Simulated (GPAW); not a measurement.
# FeO (Wuestite) (Fm-3m) in GPAW: a series of runs

The runs below take FeO (Wuestite) through band structure, with PBEsol+U.

Program: GPAW 26.7.0. These are calculated values, not measurements. Logs are shortened: lines on timing, memory, paths and dates and some standing lists are left out, and cuts for length are marked. The log counts tension as positive stress, the text compression.

**What was measured.**

From “W\"ustite: Electric, thermodynamic and optical properties of FeO”, 2012, arxiv:1203.1201, for a bulk crystal of FeO: band gap 2.4 eV (optical).

How close the calculation comes is told below.

### 1 The structure

Symmetry: Fm-3m, No. 225, cubic system. The conventional cell has a = 4.311 Å, b = 4.311 Å, c = 4.311 Å, α = 90.00°, β = 90.00°, γ = 90.00°. Fe (site symmetry m-3m) is surrounded by 6 O at 2.16 Å. O (site symmetry m-3m) is surrounded by 6 Fe at 2.16 Å.

### 2 Band structure, PBEsol+U, collinear spin, ferromagnetic start

Input file run.py:

```python
from ase import Atoms
from ase.dft.bandgap import bandgap
from ase.io import write
from ase.units import GPa
from gpaw import GPAW, PW, setup_paths

setup_paths.insert(0, '.')

atoms = Atoms(['Fe', 'O'],
              cell=[[0.0, 2.1554, 2.1554],
                    [2.1554, 0.0, 2.1554],
                    [2.1554, 2.1554, 0.0]],
              scaled_positions=[[0.0, 0.0, 0.0],
                                [0.5, 0.5, 0.5]],
              pbc=True)
atoms.set_initial_magnetic_moments([3.0, 0.0])

calc = GPAW(mode=PW(800),
            xc='PBEsol',
            kpts={'size': (11, 11, 11), 'gamma': True},
            occupations={'name': 'fermi-dirac', 'width': 0.05},
            setups={'Fe': ':d,6.0'},
            nbands=17,
            convergence={'density': 1e-05, 'energy': 1e-05},
            maxiter=150,
            txt='gpaw.txt')
atoms.calc = calc
energy = atoms.get_potential_energy()
forces = atoms.get_forces()
stress = atoms.get_stress()
calc.write('gs.gpw')
write('result.traj', atoms)
print(f'Energy: {energy:.6f} eV')
print('Forces (eV/A):')
print(forces.round(4))
print('Stress (GPa):', (stress / GPa).round(3))
print('Moments:', calc.get_magnetic_moments().round(3))
print('Fermi level:', round(calc.get_fermi_level(), 4), 'eV')
print(f'Gap: {bandgap(calc)[0]:.4f} eV, direct: {bandgap(calc, direct=True)[0]:.4f} eV')

path = atoms.cell.bandpath('GXWKGLUWLK,UX', npoints=100, eps=1e-4)
bs_calc = calc.fixed_density(kpts=path, symmetry='off', nbands=26,
                             convergence={'bands': 'CBM+6.0', 'eigenstates': 1e-6}, txt='bands.txt')
bs = bs_calc.band_structure()
bs.write('bs.json')
print(f'Gap on the path: {bandgap(bs_calc)[0]:.4f} eV')
```

Potentials or basis: PAW data sets generated in the run's folder for this functional, pw.

Started as:

```
gpaw-setup -f PBEsol Fe O
OMP_NUM_THREADS=1 python run.py
```

gpaw.txt:

```text
__  _  _
 | _ |_)|_||  |
 |__||  | ||/\| - 26.7.0

Input parameters:
  mode=PW(ecut=800.0),
  convergence={'density': 1e-05, 'energy': 1e-05},
  kpts=MonkhorstPack(size=(11, 11, 11), gamma=True),
  maxiter=150,
  nbands=17,
  occupations=Occupations(name='fermi-dirac', width=0.05),
  setups={'Fe': ':d,6.0'},
  xc=XC(name='PBEsol')

Diagonalizing LCAO Hamiltonian
Converting LCAO to pw mode

              O

       Fe

Atoms  # Å, Bohr magnetons
|   | symbol |        x |        y |        z |    initial magnetic moments |
|---|--------|----------|----------|----------|-----------------------------|
| 0 |     Fe | 0.000000 | 0.000000 | 0.000000 | ( 0.0000,  0.0000,  3.0000) |
| 1 |      O | 2.155400 | 2.155400 | 2.155400 | ( 0.0000,  0.0000,  0.0000) |

Unit cell  # Å
| periodic |        x |        y |        z |  lengths |    angles |
|----------|----------|----------|----------|----------|-----------|
|      yes | 0.000000 | 2.155400 | 2.155400 | 3.048196 | 60.000000 |
|      yes | 2.155400 | 0.000000 | 2.155400 | 3.048196 | 60.000000 |
|      yes | 2.155400 | 2.155400 | 0.000000 | 3.048196 | 60.000000 |

Number of symmetries: 48
Symmetry operations  # r_c * U_cc + t_c -> r_c
|    | kind |            matrix            |
|----|------|------------------------------|
|  0 |  σ   |  1, 0, 0,  1, 0,-1,  1,-1, 0 |
|  1 |  C2  |  1, 0, 0,  1,-1, 0,  1, 0,-1 |
|  2 |  E   |  1, 0, 0,  0, 1, 0,  0, 0, 1 |
|  3 |  σ   |  1, 0, 0,  0, 0, 1,  0, 1, 0 |
|  4 |  C4  |  1, 0,-1,  1, 0, 0,  1,-1, 0 |
|  5 |  S6  |  1, 0,-1,  1,-1, 0,  1, 0, 0 |
|  6 |  σ   |  1, 0,-1,  0, 1,-1,  0, 0,-1 |
|  7 |  C3  |  1, 0,-1,  0, 0,-1,  0, 1,-1 |
|  8 |  S6  |  1,-1, 0,  1, 0, 0,  1, 0,-1 |
|  9 |  C4  |  1,-1, 0,  1, 0,-1,  1, 0, 0 |
| 10 |  C3  |  1,-1, 0,  0,-1, 1,  0,-1, 0 |
| 11 |  σ   |  1,-1, 0,  0,-1, 0,  0,-1, 1 |
| 12 |  σ   |  0, 1, 0,  1, 0, 0,  0, 0, 1 |
| 13 |  C4  |  0, 1, 0,  0, 1,-1, -1, 1, 0 |
| 14 |  C3  |  0, 1, 0,  0, 0, 1,  1, 0, 0 |
| 15 |  S6  |  0, 1, 0, -1, 1, 0,  0, 1,-1 |
| 16 |  C2  |  0, 1,-1,  1, 0,-1,  0, 0,-1 |
| 17 |  σ   |  0, 1,-1,  0, 1, 0, -1, 1, 0 |
| 18 |  S4  |  0, 1,-1,  0, 0,-1,  1, 0,-1 |
| 19 |  C4  |  0, 1,-1, -1, 1, 0,  0, 1, 0 |
| 20 |  C3  |  0, 0, 1,  1, 0, 0,  0, 1, 0 |
| 21 |  σ   |  0, 0, 1,  0, 1, 0,  1, 0, 0 |
| 22 |  S6  |  0, 0, 1,  0,-1, 1, -1, 0, 1 |
| 23 |  C4  |  0, 0, 1, -1, 0, 1,  0,-1, 1 |
| 24 |  S4  |  0, 0,-1,  1, 0,-1,  0, 1,-1 |
| 25 |  C3  |  0, 0,-1,  0, 1,-1,  1, 0,-1 |
| 26 |  C2  |  0, 0,-1,  0,-1, 0, -1, 0, 0 |
| 27 |  S6  |  0, 0,-1, -1, 0, 0,  0,-1, 0 |
| 28 |  S4  |  0,-1, 1,  1,-1, 0,  0,-1, 0 |
| 29 |  C4  |  0,-1, 1,  0, 0, 1, -1, 0, 1 |
| 30 |  C2  |  0,-1, 1,  0,-1, 0,  1,-1, 0 |
| 31 |  σ   |  0,-1, 1, -1, 0, 1,  0, 0, 1 |
| 32 |  C3  |  0,-1, 0,  1,-1, 0,  0,-1, 1 |
| 33 |  S6  |  0,-1, 0,  0, 0,-1, -1, 0, 0 |
| 34 |  S4  |  0,-1, 0,  0,-1, 1,  1,-1, 0 |
| 35 |  C2  |  0,-1, 0, -1, 0, 0,  0, 0,-1 |
| 36 |  C2  | -1, 1, 0,  0, 1, 0,  0, 1,-1 |
| 37 |  S6  | -1, 1, 0,  0, 1,-1,  0, 1, 0 |
| 38 |  S4  | -1, 1, 0, -1, 0, 1, -1, 0, 0 |
| 39 |  C3  | -1, 1, 0, -1, 0, 0, -1, 0, 1 |
| 40 |  S6  | -1, 0, 1,  0, 0, 1,  0,-1, 1 |
| 41 |  C2  | -1, 0, 1,  0,-1, 1,  0, 0, 1 |
| 42 |  C3  | -1, 0, 1, -1, 1, 0, -1, 0, 0 |
| 43 |  S4  | -1, 0, 1, -1, 0, 0, -1, 1, 0 |
| 44 |  C2  | -1, 0, 0,  0, 0,-1,  0,-1, 0 |
| 45 |  i   | -1, 0, 0,  0,-1, 0,  0, 0,-1 |
| 46 |  σ   | -1, 0, 0, -1, 1, 0, -1, 0, 1 |
| 47 |  C2  | -1, 0, 0, -1, 0, 1, -1, 1, 0 |

BZ-sampling:
  Number of BZ points: 1331
  Number of IBZ points: 56

  Monkhorst-Pack size: [11, 11, 11]
  Monkhorst-Pack shift: [0, 0, 0]

K-points  # in reciprocal-cell coordinates
|     |                                coordinates |     weight |
|-----|--------------------------------------------|------------|
|   0 | (  0.00000000,   0.00000000,   0.00000000) | 0.00075131 |
|   1 | (  0.09090909,   0.09090909,   0.00000000) | 0.00450789 |
|   2 | (  0.09090909,   0.09090909,   0.09090909) | 0.00601052 |
|   3 | (  0.18181818,   0.09090909,   0.09090909) | 0.00901578 |
|   4 | (  0.18181818,   0.18181818,   0.00000000) | 0.00450789 |
|   5 | (  0.18181818,   0.18181818,   0.09090909) | 0.01803156 |
|   6 | (  0.18181818,   0.18181818,   0.18181818) | 0.00601052 |
|   7 | (  0.27272727,   0.18181818,   0.09090909) | 0.01803156 |
|   8 | (  0.27272727,   0.18181818,   0.18181818) | 0.01803156 |
|   9 | (  0.27272727,   0.27272727,   0.00000000) | 0.00450789 |
| ... |                                            |            |
|  55 | (  0.45454545,   0.45454545,   0.45454545) | 0.00601052 |

Plane wave coefficients: 1039
Cutoff: 800.0 eV

Spin-components: 2 (collinear spins)
Bands:           17
Projectors:      11
Spin-degeneracy: 1
Datatype:        complex128

Parallelization:
  kpt:    1
  domain: 1
  band:   1

Density:
  Valence electrons: 14.0
  Components: 2
  Grid points: [20 20 20]
  Charge: 0.0  # |e|

Potential:
  Grid points: [20 20 20]

species:
  Fe:
    name:    Iron
    Z:       26.0
    valence: 8
    core:    18
    charge:  0.0  # [|e|]
    Hubbard: {U: 6.0,  # eV
              l: 2,
              scale: True}
    compensation charges:
      type: gauss
      rc: 0.33  # [Å]
      lmax: 2
    cutoffs:
      filter: 2.06  # [Å]
      core: 2.67  # [Å]
    projectors
    | kind |    occ | energy [eV] | rcut [Å] |
    |------|--------|-------------|----------|
    |   4s |  2.000 |      -5.310 |    1.164 |
    |   4p |  0.000 |      -1.300 |    1.058 |
    |   3d |  6.000 |      -7.529 |    1.058 |
    |    s |        |      21.902 |    1.164 |
    |    p |        |      25.911 |    1.058 |
    |    d |        |      19.682 |    1.058 |

    Using partial waves for Fe as LCAO basis

  O:
    name:    Oxygen
    Z:       8.0
    valence: 6
    core:    2
    charge:  0.0  # [|e|]
    compensation charges:
      type: gauss
      rc: 0.21  # [Å]
      lmax: 2
    cutoffs:
      filter: 1.17  # [Å]
      core: 0.83  # [Å]
    projectors
    | kind |    occ | energy [eV] | rcut [Å] |
    |------|--------|-------------|----------|
    |   2s |  2.000 |     -23.808 |    0.688 |
    |   2p |  4.000 |      -8.972 |    0.598 |
    |    s |        |       3.404 |    0.688 |
    |    p |        |      18.239 |    0.598 |
    |    d |        |       0.000 |    0.619 |

    Using partial waves for O as LCAO basis

Reference energy: -36621.116537  # eV

eigensolver:
  PPCG
  Converge bands: occupied
  niter=2

density mixing:
  MSR1-Mixer
  Pratt-step length: 0.05
  Maximum mixing coefficient: 0.75
  Old densities: 10
  SVD Regularization: 0.005
  Good broyden scale: 1.0
  Trust region scale: 1.0
  Backstep threshold: 4.0
  History deletion threshold: 6.0
  Fourier metric: weight=20.0, sigma=0.015

occupation numbers:
  Fermi-Dirac:
    width: 0.0500  # eV

poisson solver:
  ecut: 6400.0  # eV

xc functional:
  name: PBEsol with 2 nearest neighbor stencil

convergence criteria:
- Maximum integral of absolute [dens]ity change: 1e-05 electrons / valence electron
- Maximum [total energy] change in last 3 cyles: 1e-05 eV / valence electron
- Maximum integral of absolute [eigenst]ate change: 4e-08 eV^2 / valence electron
maximum number of iterations: 150

SCF iterations
|iter     | |      energy | eigst |  dens |  magmom |
|---------|-|-------------|-------|-------|---------|
|iter:   1| |  -14.743807 | +0.04 |       |  +3.0023|
|iter:   2| |  -14.591972 | -2.00 | -0.69 |  +3.0539|
|iter:   3| |  -14.761192 | -1.57 | -0.73 |  +3.6239|
|iter:   4| |  -14.893232 | -2.18 | -1.20 |  +3.9077|
|iter:   5| |  -14.915215 | -3.53 | -1.67 |  +4.0086|
|iter:   6| |  -14.914311 | -3.58 | -2.03 |  +4.0337|
|iter:   7| |  -14.914494 | -5.20 | -2.58 |  +4.0247|
|iter:   8| |  -14.914508 | -6.37 | -3.24 |  +4.0234|
|iter:   9| |  -14.914512c| -6.98 | -3.68 |  +4.0224|
|iter:  10| |  -14.914512c| -7.67c| -4.42 |  +4.0226|
|iter:  11| |  -14.914512c| -7.76c| -4.78 |  +4.0227|
|iter:  12| |  -14.914512c| -9.14c| -5.87c|  +4.0227|

Converged in 12 steps
Energy contributions relative to reference atoms: (reference = -36621.116537)

Energy contributions:
  Kinetic:          33.431089
  Coulomb:         -29.071516
  Zero:              0.207662
  External:          0.000000
  Xc:              -19.476893
  Entropy:          -0.009705
  Spinorbit:         0.000000
  ----------------------------
  Free energy:     -14.919364
  Extrapolated:    -14.914512

dipole moment: (-10.367205, -10.367205, -10.367205)  # |e|*Ang

Total magnetic moment: (0.000000, 0.000000, 4.022667)

Local magnetic moments
|        x |        y |        z |
|----------|----------|----------|
| 0.000000 | 0.000000 | 3.803967 |  # Fe   0
| 0.000000 | 0.000000 | 0.145350 |  # O    1

Fermi level: 10.354
Eigenvalues  # (at kpt = [0.000, 0.000, 0.000])
| band index |      eig [eV] | occ [0-1] |      eig [eV] | occ [0-1] |
|------------|---------------|-----------|---------------|-----------|
|          0 |       -11.307 |     1.000 |       -10.979 |     1.000 |
|          1 |         1.825 |     1.000 |         5.928 |     1.000 |
|          2 |         1.825 |     1.000 |         5.928 |     1.000 |
|          3 |         1.955 |     1.000 |         5.928 |     1.000 |
|          4 |         1.955 |     1.000 |         9.594 |     1.000 |
|          5 |         1.955 |     1.000 |         9.594 |     1.000 |
[... 9 lines left out ...]
|         15 |        29.404 |     0.000 |        31.004 |     0.000 |
|         16 |        29.404 |     0.000 |        31.004 |     0.000 |

No gap
No difference between direct/indirect transitions

Forces  # eV/Ang
|        x |       y |       z |
|----------|---------|---------|
| -0.00000 | 0.00000 | 0.00000 |  # Fe   0
|  0.00000 | 0.00000 | 0.00000 |  # O    1

Stress tensor  # eV/Ang^3
|         x |         y |         z |
|-----------|-----------|-----------|
|  0.025574 | -0.000000 | -0.000000 |
| -0.000000 |  0.025574 |  0.000000 |
| -0.000000 |  0.000000 |  0.025574 |

# Writing to gs.gpw (mode='')
```

Run time: 45 s. Hardware: 1 thread of Intel Xeon 6975P-C (Granite Rapids), shared host; peak memory 0.32 GiB.

Results:

- Free energy: -14.9194 eV
- Pressure: -4.1 GPa
- Band gap along the path: none (metal or under the smearing width)
- Net moment: 4.02 μB per cell
- Site moments: Fe +3.80; O +0.15 μB

Levels at the corners of the path, in eV from the Fermi level:
Spin up:
```
point  band 7  band 8  band 9  band 10
    Γ   -4.78   -4.78   -4.78    -1.16
    X   -7.54   -6.01   -6.01     3.82
    W   -6.36   -6.36   -4.82     6.09
    K   -6.59   -5.95   -4.47     5.36
    Γ   -4.78   -4.78   -4.78    -1.16
    L   -6.31   -2.94   -2.94     2.73
    U   -6.59   -5.95   -4.47     5.36
    W   -6.36   -6.36   -4.82     6.09
    L   -6.31   -2.94   -2.94     2.73
    K   -6.59   -5.95   -4.47     5.36
    U   -6.59   -5.95   -4.47     5.36
    X   -7.54   -6.01   -6.01     3.82
```
Spin down:
```csv
point,band 3,band 4,band 5,band 6,band 7,band 8
Γ,-4.43,-4.43,-0.76,-0.76,-0.76,-0.58
X,-5.66,-5.66,-2.47,1.00,1.00,2.24
W,-7.37,-6.53,-0.12,-0.12,1.00,2.49
K,-7.31,-5.83,-1.02,0.78,0.80,2.66
Γ,-4.43,-4.43,-0.76,-0.76,-0.76,-0.58
L,-5.89,-5.89,0.59,0.59,0.61,2.98
U,-7.31,-5.83,-1.02,0.78,0.80,2.66
W,-7.37,-6.53,-0.12,-0.12,1.00,2.49
L,-5.89,-5.89,0.59,0.59,0.61,2.98
K,-7.31,-5.83,-1.02,0.78,0.80,2.66
U,-7.31,-5.83,-1.02,0.78,0.80,2.66
X,-5.66,-5.66,-2.47,1.00,1.00,2.24
```

Caveat: a cell with one magnetic atom can't hold antiferromagnetic order, which such compounds often take. The state reached can hang on the start; a lower one may exist.

### 3 Band structure, PBEsol+U, collinear spin, ferromagnetic start

run.py, as its differences from that of step 2:

```diff
@@ -21,3 +21,3 @@
             occupations={'name': 'fermi-dirac', 'width': 0.05},
-            setups={'Fe': ':d,6.0'},
+            setups={'Fe': ':d,8.0'},
             nbands=17,
```

Potentials or basis: PAW data sets generated in the run's folder for this functional, pw.

Started as:

```
gpaw-setup -f PBEsol Fe O
OMP_NUM_THREADS=1 python run.py
```

It took 47 s on 1 thread of Intel Xeon 6975P-C (Granite Rapids), shared host; peak memory 0.32 GiB.

It converged, with:

- Free energy: -14.4368 eV
- Pressure: -2.4 GPa
- Band gap along the path: none (metal or under the smearing width)
- Net moment: 4.04 μB per cell
- Site moments: Fe +3.89; O +0.12 μB

Levels at the corners of the path, in eV from the Fermi level:
Spin up:
```
point  band 5  band 6  band 7  band 8  band 9  band 10
    Γ  -10.07  -10.07   -5.09   -5.09   -5.09    -1.53
    X   -9.29   -9.24   -8.88   -6.34   -6.34     3.39
    W   -9.42   -9.29   -7.08   -7.08   -5.55     5.68
    K   -9.61   -9.39   -7.51   -6.71   -5.10     4.94
    Γ  -10.07  -10.07   -5.09   -5.09   -5.09    -1.53
    L   -9.52   -9.52   -7.44   -3.64   -3.64     2.35
    U   -9.61   -9.39   -7.51   -6.71   -5.10     4.94
    W   -9.42   -9.29   -7.08   -7.08   -5.55     5.68
    L   -9.52   -9.52   -7.44   -3.64   -3.64     2.35
    K   -9.61   -9.39   -7.51   -6.71   -5.10     4.94
    U   -9.61   -9.39   -7.51   -6.71   -5.10     4.94
    X   -9.29   -9.24   -8.88   -6.34   -6.34     3.39
```
Spin down:
| point | band 3 | band 4 | band 5 | band 6 | band 7 | band 8 |
| --- | --- | --- | --- | --- | --- | --- |
| Γ | -4.80 | -4.80 | -1.02 | -0.74 | -0.74 | -0.74 |
| X | -6.04 | -6.04 | -2.56 | 1.10 | 1.10 | 2.74 |
| W | -7.75 | -6.86 | -0.12 | -0.12 | 1.11 | 2.96 |
| K | -7.67 | -6.15 | -1.07 | 0.86 | 0.88 | 3.11 |
| Γ | -4.80 | -4.80 | -1.02 | -0.74 | -0.74 | -0.74 |
| L | -6.15 | -6.15 | 0.63 | 0.67 | 0.67 | 2.53 |
| U | -7.67 | -6.15 | -1.07 | 0.86 | 0.88 | 3.11 |
| W | -7.75 | -6.86 | -0.12 | -0.12 | 1.11 | 2.96 |
| L | -6.15 | -6.15 | 0.63 | 0.67 | 0.67 | 2.53 |
| K | -7.67 | -6.15 | -1.07 | 0.86 | 0.88 | 3.11 |
| U | -7.67 | -6.15 | -1.07 | 0.86 | 0.88 | 3.11 |
| X | -6.04 | -6.04 | -2.56 | 1.10 | 1.10 | 2.74 |

Caveat: a cell with one magnetic atom can't hold antiferromagnetic order, which such compounds often take. The state reached can hang on the start; a lower one may exist.

### 4 Against experiment

Step 2. Measured gap of FeO: 2.4 eV (optical; quoted in “W\"ustite: Electric, thermodynamic and optical properties of FeO”, 2012, arxiv:1203.1201). This calculation gives 0.00 eV (-2.40 eV). So large a miss can be the level of theory's own, or it may mean another phase, state or a wrong row. The value is that of PBEsol+U, without temperature or zero-point motion. The run's magnetic order (collinear spin, ferromagnetic start) needn't be the measured crystal's.

Step 3. Measured gap of FeO: 2.4 eV (optical; quoted in “W\"ustite: Electric, thermodynamic and optical properties of FeO”, 2012, arxiv:1203.1201). This calculation gives 0.00 eV (-2.40 eV). So large a miss can be the level of theory's own, or it may mean another phase, state or a wrong row. The value is that of PBEsol+U, without temperature or zero-point motion. The run's magnetic order (collinear spin, ferromagnetic start) needn't be the measured crystal's.
